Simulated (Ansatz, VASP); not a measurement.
One calculation of K, two programs

```xyz
1
Lattice="10.2773 0.0000 0.0000 0.0000 10.2773 0.0000 0.0000 0.0000 4.4094" Properties=species:S:1:pos:R:3 pbc="T T T"
K     0.0000    0.0000    0.0000
```

Change from the starting cell: volume scaled by 1.06.

Alike in both runs: task single point; functional PBE; k mesh 3 × 3 × 6; occupations fermi-dirac, width 0.05 eV; no spin polarisation.

|  | VASP | Ansatz |
| --- | --- | --- |
| version | VASP 6.6.1 | Ansatz 0.2.0 |
| potentials or method | VASP PAW PBE potentials, release 64 (K_sv) | Ansatz PAW |
| plane-wave cutoff (eV) | 520 | 420 |
| valence electrons in the cell | 9 | 9 |

```csv
,VASP,Ansatz,Ansatz less VASP
gap on the k mesh at the Fermi level (eV),none,none,-
pressure (GPa),0.0,0.0,0.00
largest component of the traceless stress (GPa),0.06,0.06,0.000
```

A gap of «none» marks a metal or a gap that the smearing closes. The functional is the same, so the differences come from potentials, cutoffs and numerics.
